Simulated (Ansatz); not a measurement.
## Sc2CS2 MXene monolayer in a perpendicular field

What dipole does a perpendicular field induce in the Sc2CS2 MXene monolayer? A positive field points along +c.

Program: Ansatz 0.2.0. Level of theory: plane-wave DFT, PBE-D3(BJ), Ansatz PAW (set soft_1); PAW set soft_1. Results are calculated unless marked as measured.

**1. The structure**

The cell holds 5 atoms: 2 S, 2 Sc and 1 C. Its edges and angles: a = 3.226 Å, b = 3.226 Å, c = 43.216 Å, α = 90.0°, β = 90.0°, γ = 120.0°. Vacuum lies along c.

**2. Relaxing the slab**

The starting cell is a guess, so the in-plane lattice and the atoms are relaxed first, with the slab cut off from its images along the normal.

input.yaml reads:

```yaml
crystal:
  lattice:
    - [3.22608, 0.0, 0.0]
    - [-1.61304, 2.7938672346, 0.0]
    - [0.0, 0.0, 43.2163980777]
  atoms:
    - { symbol: S, position: [0.3333333333, 0.6666666667, 0.4292352168] }
    - { symbol: Sc, position: [0.6666666667, 0.3333333333, 0.470545319] }
    - { symbol: C, position: [0.0, 0.0, 0.5] }
    - { symbol: Sc, position: [0.3333333333, 0.6666666667, 0.529454681] }
    - { symbol: S, position: [0.6666666667, 0.3333333333, 0.5707647832] }
  periodic: [true, true, false]
kpoints:
  mp_grid: { grid: [12, 12, 1] }
hamiltonian:
  xc: pbe
  dispersion: d3bj
  pseudopotentials: { kind: paw, azcp: { folder: soft_1 } }
scf:
  occupations: { method: fermi_dirac, width: 0.05 }
  convergence: { dr2_threshold: 1.0e-09 }
relax:
  f_tol: 0.004
  max_steps: 90
  cell: {}
output:
  write_potential: true
  write_density: true
  volumetric_format: npy
```

Run with:

```console
ansatz run input.yaml --threads 2 --pin off --max-ram 3072MiB --backend cpu --events-out ev --progress --plain --runs-dir out
```

Numbers of over 12 decimals in the logs are rounded to 6 here.

Output:

```text
Warning: relax.cell: scf.convergence.dr2_threshold = 1e-9 eV is looser than the 1.92501461973e-10 eV advised for a relaxation that steers and ends on the stress (1e-10 eV for each atom of the cell: 5, times the square of relax.cell.stress_2d_tol = 0.05 N/m over 16.1 Å (the atoms' height at the walk's start and 5 Å past either face), 3.102e-2 GPa, over a crystal's default 0.05). What an SCF threshold leaves in a stress goes as its square root, and in the free energy as the threshold itself, and one threshold admits the most on a small cell: [figures from the program's tests cut] Set scf.convergence.dr2_threshold to 1.92501461973e-10 eV or tighter. [rest of the remark cut]
Engine: ansatz 0.2.0, x86_64-unknown-linux-gnu
Pseudopotentials: kind: paw
Pseudopotential: S, paw, valence charge 6, recommended cutoff 420 eV (normal), soft_1/S.paw.azcp
Pseudopotential: Sc, paw, valence charge 11, recommended cutoff 420 eV (normal), soft_1/Sc.paw.azcp
Pseudopotential: C, paw, valence charge 4, recommended cutoff 420 eV (normal), soft_1/C.paw.azcp
Functional definition: PBE
  parameter kappa = 0.804
  parameter beta = 0.066725
  exchange = pbe_x(kappa = kappa, mu = beta*pi^2/3)
  correlation = pbe_c(beta = beta)
Crystal: 5 atoms, lattice volume = 389.520 Å³
Basis set: ecut = 420 eV, 7741 PW (Γ), exchange–correlation on 48×48×600 points (8 copies of the dense FFT grid, shifted against one another)
Bands: 24, of which v1, the nominal top of the filled ones, is band 19 counted from 1 (18 counted from 0)
Symmetry: 12 space group operations
Space group: P-3m1 (ITA 164), of the structure as read, at distance tolerance 7.3e-5 Å
k-points: 19 of 144
Non-local potential: S, projectors of the file, l = 0: 2, l = 1: 2, l = 2: 1
Non-local potential: Sc, projectors of the file, l = 0: 3, l = 1: 2, l = 2: 3, l = 3: 1
Non-local potential: C, projectors of the file, l = 0: 2, l = 1: 2, l = 2: 1
PAW form: soft (Blöchl's): semilocal exchange-correlation on the pseudo side does not see the compensation charge
PAW one-centre angular grid: S, 110 points (default); XC on 64 Gauss nodes
PAW one-centre angular grid: Sc, 590 points (default); XC on 64 Gauss nodes
PAW one-centre angular grid: C, 110 points (default); XC on 64 Gauss nodes
Initial density: superposition of atomic densities (neutral atoms: chi_scale 0, normalization atom)
Initial wavefunctions: pseudopotential atomic-orbital guess
Functional: x = pbe(κ = 0.804, μ = 0.219515), c = pbe(β = 0.066725)
SCF iter   1: F=—  HF=-6336.372895 eV  |F-HF|=—  |Δ(HF+E_count)|=         —  Δρ=4.74e-2  dr2=2.94e1  ethr=3.10e-3  ⟨swp⟩=11.8  Hψ=3440  notcnv=0
preconditioner: auto → LDOS  [metal: Δε(μ)=0.127 eV  Ē_g=7.580 eV  σ=0.050 eV  W_gap=0.47  n_scr=24 (ndim 8)  ℏωp=8.8 eV  f_vac=0.764  D(μ)=3.03/eV (n_scr^D=16)  β→1.0]
SCF iter   2: F=—  HF=-6351.992980 eV  |F-HF|=—  |Δ(HF+E_count)|=    1.56e1  Δρ=9.80e-2  dr2=1.20e2  ethr=3.10e-3  ⟨swp⟩=7.4  Hψ=1708  notcnv=0  defer=2  recentre
SCF iter   3: F=—  HF=-6331.787284 eV  |F-HF|=—  |Δ(HF+E_count)|=    2.02e1  Δρ=9.87e-3  dr2=1.68e0  ethr=3.10e-3  ⟨swp⟩=5.8  Hψ=1516  notcnv=0  defer=2
SCF iter   4: F=—  HF=-6331.612430 eV  |F-HF|=—  |Δ(HF+E_count)|=   1.75e-1  Δρ=4.58e-3  dr2=5.97e-2  ethr=3.10e-3  ⟨swp⟩=2.3  Hψ=757  notcnv=0  defer=2
SCF iter   5: F=—  HF=-6331.613491 eV  |F-HF|=—  |Δ(HF+E_count)|=   1.06e-3  Δρ=2.28e-3  dr2=2.32e-2  ethr=1.57e-4  ⟨swp⟩=4.4  Hψ=1380  notcnv=0  defer=2
SCF iter   6: F=—  HF=-6331.607815 eV  |F-HF|=—  |Δ(HF+E_count)|=   5.68e-3  Δρ=7.64e-4  dr2=5.02e-3  ethr=6.10e-5  ⟨swp⟩=3.2  Hψ=934  notcnv=0  defer=2
SCF iter   7: F=—  HF=-6331.607033 eV  |F-HF|=—  |Δ(HF+E_count)|=   7.82e-4  Δρ=2.07e-4  dr2=1.00e-3  ethr=1.32e-5  ⟨swp⟩=2.7  Hψ=809  notcnv=0  defer=2
SCF iter   8: F=—  HF=-6331.606965 eV  |F-HF|=—  |Δ(HF+E_count)|=   6.84e-5  Δρ=4.75e-5  dr2=1.18e-5  ethr=2.64e-6  ⟨swp⟩=2.2  Hψ=711  notcnv=0  defer=2
SCF iter   9: F=—  HF=-6331.606959 eV  |F-HF|=—  |Δ(HF+E_count)|=   5.55e-6  Δρ=2.30e-5  dr2=9.01e-6  ethr=3.10e-8  ⟨swp⟩=3.7  Hψ=1109  notcnv=0  defer=2
SCF iter  10: F=—  HF=-6331.606960 eV  |F-HF|=—  |Δ(HF+E_count)|=   1.25e-6  Δρ=9.81e-6  dr2=2.04e-6  ethr=2.37e-8  ⟨swp⟩=1.6  Hψ=511  notcnv=0  defer=2
SCF iter  11: F=—  HF=-6331.606846 eV  |F-HF|=—  |Δ(HF+E_count)|=   1.15e-4  Δρ=1.58e-6  dr2=4.07e-8  ethr=5.36e-9  ⟨swp⟩=2.2  Hψ=700  notcnv=0  defer=2
SCF iter  12: F=-6331.606846 eV  HF=-6331.606846 eV  |F-HF|=1.76e-9  |Δ(HF+E_count)|=   2.95e-8  Δρ=3.51e-7  dr2=6.62e-10  ethr=2.63e-12  ⟨swp⟩=11.8  Hψ=4571  notcnv=0
SCF 1 converged in 12 iterations: F = -6331.606846 eV  dr2 = 6.62e-10
  greatest PAW one-centre occupation: 0.998 electrons in one spin orbital (limit 2), on the Sc atom at site 3 (counted from 0), in its partial waves of l = 0
relax step   1: F+E_penalty+E_count = -6331.60684561 eV  Δ(F+E_penalty+E_count) = +0.000e0 eV  max|allowed force component| = 6.544e-1 eV/Å  Δτ_max = 0.0000 Å  P = +4.433 N/m  Ω = 389.520 Å³  fix = [c, alpha, beta]  reactions: c +0.000 N/m  (12 SCF iters, accepted)
Crystal: 5 atoms, lattice volume = 396.367 Å³
Basis set: ecut = 420 eV, 7897 PW (Γ), exchange–correlation on 48×48×600 points (8 copies of the dense FFT grid, shifted against one another)
Initial density: handed on by an earlier stage of this run
Initial wavefunctions: those handed on with the density
SCF iter   1: F=—  HF=-6331.916693 eV  |F-HF|=—  |Δ(HF+E_count)|=         —  Δρ=1.52e-2  dr2=5.37e0  ethr=3.10e-3  ⟨swp⟩=18.6  Hψ=3349  notcnv=0
preconditioner: auto → LDOS  [metal: Δε(μ)=0.113 eV  Ē_g=7.126 eV  σ=0.050 eV  W_gap=0.49  n_scr=24 (ndim 8)  ℏωp=8.7 eV  f_vac=0.764  D(μ)=2.62/eV (n_scr^D=14)  β→1.0]
SCF iter   2: F=—  HF=-6331.729986 eV  |F-HF|=—  |Δ(HF+E_count)|=   1.87e-1  Δρ=6.32e-3  dr2=1.02e0  ethr=3.10e-3  ⟨swp⟩=3.7  Hψ=905  notcnv=0  defer=1
SCF iter   3: F=—  HF=-6331.671467 eV  |F-HF|=—  |Δ(HF+E_count)|=   5.85e-2  Δρ=9.80e-4  dr2=1.13e-2  ethr=2.69e-3  ⟨swp⟩=2.1  Hψ=757  notcnv=0  defer=1
SCF iter   4: F=—  HF=-6331.664815 eV  |F-HF|=—  |Δ(HF+E_count)|=   6.65e-3  Δρ=1.87e-4  dr2=7.19e-4  ethr=2.98e-5  ⟨swp⟩=3.6  Hψ=1134  notcnv=0  defer=3
SCF iter   5: F=—  HF=-6331.664852 eV  |F-HF|=—  |Δ(HF+E_count)|=   3.68e-5  Δρ=8.25e-5  dr2=9.63e-5  ethr=1.89e-6  ⟨swp⟩=2.7  Hψ=862  notcnv=0  defer=2
SCF iter   6: F=—  HF=-6331.664896 eV  |F-HF|=—  |Δ(HF+E_count)|=   4.40e-5  Δρ=2.16e-5  dr2=3.10e-6  ethr=2.53e-7  ⟨swp⟩=2.5  Hψ=740  notcnv=0  defer=2
SCF iter   7: F=—  HF=-6331.664784 eV  |F-HF|=—  |Δ(HF+E_count)|=   1.12e-4  Δρ=6.89e-6  dr2=3.71e-7  ethr=8.16e-9  ⟨swp⟩=3.7  Hψ=1015  notcnv=0  defer=2
[...]
relax step   5: F+E_penalty+E_count = -6331.75055231 eV  Δ(F+E_penalty+E_count) = -4.386e-2 eV  max|allowed force component| = 7.878e-2 eV/Å  Δτ_max = 0.1131 Å  P = +0.803 N/m  Ω = 425.160 Å³  energy of the carried Pulay correction = -1.912e-3 eV  fix = [c, alpha, beta]  reactions: c +0.000 N/m  (9 SCF iters, accepted)
relax step   6: F+E_penalty+E_count = -6331.73543462 eV  Δ(F+E_penalty+E_count) = +1.512e-2 eV  max|allowed force component| = 6.897e-1 eV/Å  Δτ_max = 0.1951 Å  P = +1.086 N/m  Ω = 455.639 Å³  energy of the carried Pulay correction = -3.419e-3 eV  fix = [c, alpha, beta]  (9 SCF iters, rejected (line search))
relax step   7: F+E_penalty+E_count = -6331.77026797 eV  Δ(F+E_penalty+E_count) = -1.972e-2 eV  max|allowed force component| = 9.389e-2 eV/Å  Δτ_max = 0.0589 Å  P = +0.356 N/m  Ω = 436.753 Å³  energy of the carried Pulay correction = -2.498e-3 eV  fix = [c, alpha, beta]  reactions: c +0.000 N/m  (9 SCF iters, accepted)
relax step   8: F+E_penalty+E_count = -6331.78003668 eV  Δ(F+E_penalty+E_count) = -9.769e-3 eV  max|allowed force component| = 5.520e-2 eV/Å  Δτ_max = 0.0754 Å  P = +0.463 N/m  Ω = 446.824 Å³  energy of the carried Pulay correction = -2.994e-3 eV  fix = [c, alpha, beta]  reactions: c +0.000 N/m  (9 SCF iters, accepted)
relax step   9: F+E_penalty+E_count = -6331.78077928 eV  Δ(F+E_penalty+E_count) = -7.426e-4 eV  max|allowed force component| = 1.507e-2 eV/Å  Δτ_max = 0.0057 Å  P = +0.074 N/m  Ω = 448.154 Å³  energy of the carried Pulay correction = -3.059e-3 eV  fix = [c, alpha, beta]  reactions: c +0.000 N/m  (7 SCF iters, accepted)
relax step  10: F+E_penalty+E_count = -6331.78079811 eV  Δ(F+E_penalty+E_count) = -1.884e-5 eV  max|allowed force component| = 3.395e-3 eV/Å  Δτ_max = 0.0006 Å  P = +0.013 N/m  Ω = 448.314 Å³  energy of the carried Pulay correction = -3.067e-3 eV  fix = [c, alpha, beta]  reactions: c +0.000 N/m  (6 SCF iters, accepted)
relax step  11: F+E_penalty+E_count = -6331.78815485 eV  Δ(F+E_penalty+E_count) = -7.357e-3 eV  max|allowed force component| = 2.918e-3 eV/Å  Δτ_max = 0.0000 Å  P = +0.142 N/m  Ω = 448.314 Å³  fix = [c, alpha, beta]  reactions: c +0.000 N/m  stress off target by 1.42e-1 N/m on what of the cell is left free  SCF on the basis re-selected at this cell (its energy is not comparable with the rows above)  (5 SCF iters)
relax step  12: F+E_penalty+E_count = -6331.78823148 eV  Δ(F+E_penalty+E_count) = -7.663e-5 eV  max|allowed force component| = 8.059e-3 eV/Å  Δτ_max = 0.0049 Å  P = +0.004 N/m  Ω = 449.674 Å³  energy of the carried Pulay correction = -6.386e-5 eV  fix = [c, alpha, beta]  reactions: c +0.000 N/m  (7 SCF iters, accepted)
relax step  13: F+E_penalty+E_count = -6331.78823506 eV  Δ(F+E_penalty+E_count) = -3.578e-6 eV  max|allowed force component| = 9.773e-4 eV/Å  Δτ_max = 0.0010 Å  P = +0.001 N/m  Ω = 449.731 Å³  energy of the carried Pulay correction = -6.656e-5 eV  fix = [c, alpha, beta]  reactions: c +0.000 N/m  (6 SCF iters, accepted)
iter 1 solved again at ethr=2.54e-7 eV; its pass at ethr=3.10e-3 eV (dr2=9.64e-5 eV) is discarded
SCF iter   1: F=—  HF=-6331.788299 eV  |F-HF|=—  |Δ(HF+E_count)|=         —  Δρ=5.86e-6  dr2=2.20e-8  ethr=2.54e-7  ⟨swp⟩=5.9  Hψ=5113  notcnv=0
eigensolver tolerance schedule: the retry pair's looser diagonalisation over-reported the residual by 4386.50 of it (diagonalisation noise at 0.56 of the residual, at the tolerance the schedule requests for it); recorded, not acted on — ethr = c·dr2/N_el stays at c = 1.0e-1
preconditioner: auto → LDOS  [metal: Δε(μ)=0.026 eV  Ē_g=7.012 eV  σ=0.050 eV  W_gap=0.13  n_scr=24 (ndim 8)  ℏωp=8.2 eV  f_vac=0.782  D(μ)=3.49/eV (n_scr^D=16)  β→1.0]
SCF iter   2: F=—  HF=-6331.788307 eV  |F-HF|=—  |Δ(HF+E_count)|=   7.71e-6  Δρ=2.07e-6  dr2=3.83e-8  ethr=5.78e-11  ⟨swp⟩=5.3  Hψ=1655  notcnv=0
SCF iter   3: F=—  HF=-6331.788307 eV  |F-HF|=—  |Δ(HF+E_count)|=   2.33e-8  Δρ=5.30e-7  dr2=1.51e-9  ethr=5.78e-11  ⟨swp⟩=3.2  Hψ=929  notcnv=0
SCF iter   4: F=-6331.788307 eV  HF=-6331.788307 eV  |F-HF|=1.47e-9  |Δ(HF+E_count)|=   2.66e-9  Δρ=2.69e-7  dr2=5.66e-10  ethr=2.63e-12  ⟨swp⟩=17.4  Hψ=4119  notcnv=0
SCF 14 converged in 4 iterations: F = -6331.788307 eV  dr2 = 5.66e-10
relax step  14: F+E_penalty+E_count = -6331.78830657 eV  Δ(F+E_penalty+E_count) = -7.151e-5 eV  max|allowed force component| = 1.002e-3 eV/Å  Δτ_max = 0.0000 Å  P = +0.001 N/m  Ω = 449.731 Å³  fix = [c, alpha, beta]  reactions: c +0.000 N/m  stress off target by 8.87e-4 N/m on what of the cell is left free  SCF on the basis re-selected at this cell (its energy is not comparable with the rows above)  (4 SCF iters)
basis re-selected at this cell: Δ(F+E_penalty+E_count) = -7.151e-5 eV, ΔP = +0.000 N/m vs the last step (what re-selecting the basis moved, of the pressure what is left beyond the Pulay correction that the steps carried, after the strain that the cell walked since its last selection, with what the two solves' SCF thresholds leave and, on support functions, any second-order correction that the steps lacked; it is no m [...]
SCF converged after 4 iterations
Free energy (F): -6331.788307 eV
Harris-Foulkes:  -6331.788307 eV  (|F-HF|=1.47e-9)
Internal energy: -6331.759148 eV  (E = F + TS)
E sigma→0 (E₀):  -6331.773728 eV
Entropy (-TS):   -0.029158 eV (-5.832 meV/atom)
Fermi energy:    -6.842727 eV
--- Per-component energies (eV) ---
  E_band       = -851.054698
  E_kinetic    = 710.033533
  E_local      = -109561.916909  (includes V_loc(G=0)·N_el)
  E_nonlocal   = 375.143237
  E_hartree    = 54214.957262
  E_xc         = -396.826368
  E_vxc        = -434.727949  (∫ρ·V_xc dr)
  E_paw        = -3296.345333  (= ΣΔE_a)
  E_vpaw       = -369.500268  (= ΣTr[D̂ρ^β])
  E_aug_tail   = 0.000099  (compensation charges beyond the density's cutoff)
  E_ewald      = 51624.541956
  E_disp       = -1.346626  (pairwise vdW)
  E_smearing   = -0.029158  (= −TS)
  E_closure    = -0.000000  (closes the sum)
  Σ components = -6331.788307   (vs F -6331.788307, Δ=0.00e0)
--- Forces (eV/Å), atoms counted from 1 ---
  atom   1  S      0.00000000     0.00000000     0.00010226
  atom   2  Sc     0.00000000    -0.00000000    -0.00100222
  atom   3  C     -0.00000000     0.00000000     0.00000000
  atom   4  Sc     0.00000000     0.00000000     0.00100222
  atom   5  S      0.00000000    -0.00000000    -0.00010226
  max |Σ_I F_I| component: 1.86e-17 eV/Å
--- 2D stress c σ (N/m, compression-positive) ---
        0.000887      -0.000000      -0.000000
        0.000000       0.000887      -0.000000
       -0.000000      -0.000000       0.000000
  P = ½ c Tr σ = 0.0009 N/m
--- Band table (eV; the first three rows and the last of 19) ---
  k-point 0: bands = [... 15 lower, -7.0142, -7.0142, -6.1806, -5.4803, -5.4803, -3.7225, -3.7225, -3.3913, ... 1 higher]
  k-point 1: bands = [... 15 lower, -7.4205, -7.0404, -6.0353, -5.9876, -5.6978, -3.7597, -3.5154, -3.2549, ... 1 higher]
  k-point 2: bands = [... 15 lower, -7.6061, -7.1205, -6.9457, -6.1007, -6.0834, -4.0638, -3.1747, -2.9074, ... 1 higher]
  k-point 18: bands = [... 15 lower, -8.2642, -8.2642, -7.6066, -7.6066, -7.4069, -2.8247, -2.8247, -2.7852, ... 1 higher]
  the weakly bound empty levels are not read free of the cell's end (no_gap_told)
--- Relaxed structure (12 steps of the walk, 11 accepted, 2 SCFs on fresh bases) ---
  F+E_penalty+E_count = -6331.78830657 eV   max|allowed force component| = 1.002e-3 eV/Å   (the final SCF, on the basis selected at the relaxed cell)
  cell:  # Å, volume = 449.7307 Å³
    - [3.466464, 0, 0]
    - [-1.733232, 3.002046, 0]
    - [0, 0, 43.2163980777]
  atoms:
    - { symbol: S, position: [0.333333, 0.666667, 0.435228] }
    - { symbol: Sc, position: [0.666667, 0.333333, 0.469143] }
    - { symbol: C, position: [0, 0, 0.5] }
    - { symbol: Sc, position: [0.333333, 0.666667, 0.530857] }
    - { symbol: S, position: [0.666667, 0.333333, 0.564772] }
```

Run time: 77 s. Hardware: 2 threads of Intel Xeon Platinum 8559C (Emerald Rapids), shared host; peak memory 0.74 GiB.

Step by step:

| step | energy less that of the first step (eV) | largest force component (eV/Å) | volume (Å³) |
| --- | --- | --- | --- |
| 1 | 0.0000 | 0.6544 | 389.52 |
| 2 | -0.0579 | 0.2716 | 396.37 |
| 3 | -0.0880 | 0.2271 | 405.96 |
| 4 | -0.0999 | 0.2351 | 410.34 |
| 5 | -0.1437 | 0.0788 | 425.16 |
| 6 | -0.1286 | 0.6897 | 455.64 |
| 7 | -0.1634 | 0.0939 | 436.75 |
| 8 | -0.1732 | 0.0552 | 446.82 |
| 9 | -0.1739 | 0.0151 | 448.15 |
| 10 | -0.1740 | 0.0034 | 448.31 |
| 11* | -0.1813 | 0.0029 | 448.31 |
| 12 | -0.1814 | 0.0081 | 449.67 |
| 13 | -0.1814 | 0.0010 | 449.73 |
| 14* | -0.1815 | 0.0010 | 449.73 |

Relaxation steps marked * repeat the geometry before them on a plane-wave basis chosen anew for their cell, so energy and pressure can jump there. Relaxation step 6 was tried and not accepted.

Forces are held to the 12 operations that the run works with; a distortion that breaks them can't arise in this run.

| cell as run | before | after | change |
| --- | --- | --- | --- |
| a (Å) | 3.226 | 3.466 | +7.5 % |
| b (Å) | 3.226 | 3.466 | +7.5 % |

The atoms that moved most (Å, along periodic axes as changes of fractional coordinates times the final cell, across vacuum about the mean position):

| atom | dx | dy | dz | length |
| --- | --- | --- | --- | --- |
| S1 | 0.000 | 0.000 | 0.259 | 0.259 |
| S5 | 0.000 | 0.000 | -0.259 | 0.259 |
| Sc4 | 0.000 | 0.000 | 0.061 | 0.061 |
| Sc2 | 0.000 | 0.000 | -0.061 | 0.061 |

The relaxed structure:

```cif
data_structure
_symmetry_space_group_name_H-M 'P 1'
_symmetry_Int_Tables_number 1
_cell_length_a 3.4665
_cell_length_b 3.4665
_cell_length_c 43.2164
_cell_angle_alpha 90.000
_cell_angle_beta 90.000
_cell_angle_gamma 120.000
_cell_volume 449.73
loop_
_atom_site_label
_atom_site_type_symbol
_atom_site_fract_x
_atom_site_fract_y
_atom_site_fract_z
_atom_site_occupancy
S1 S 0.33333 0.66667 0.43523 1
Sc2 Sc 0.66667 0.33333 0.46914 1
C3 C 0.00000 0.00000 0.50000 1
Sc4 Sc 0.33333 0.66667 0.53086 1
S5 S 0.66667 0.33333 0.56477 1
```

This step gave:

| Quantity | Value |
| --- | --- |
| energy at zero smearing | -6331.7737 eV |

The lattice constant a goes from 3.226 to 3.466 Å.

(Part 1 of 2 ends here.)

[Logs are printed without paths, hosts, clocks, repeated set-up lines and the standing remarks that a program may print on its own settings, such as how far it seeks lower states.]

[Hosts, paths, dates, database ids (printed as entryN), source tags and the programs' standing remarks are cut or masked in the printed files.]

[Maps of the electrostatic potential energy from Ansatz leave out the sawtooth potential of an applied field or a dipole correction, so their vacuum need not be flat; planar profiles and work functions include it.]
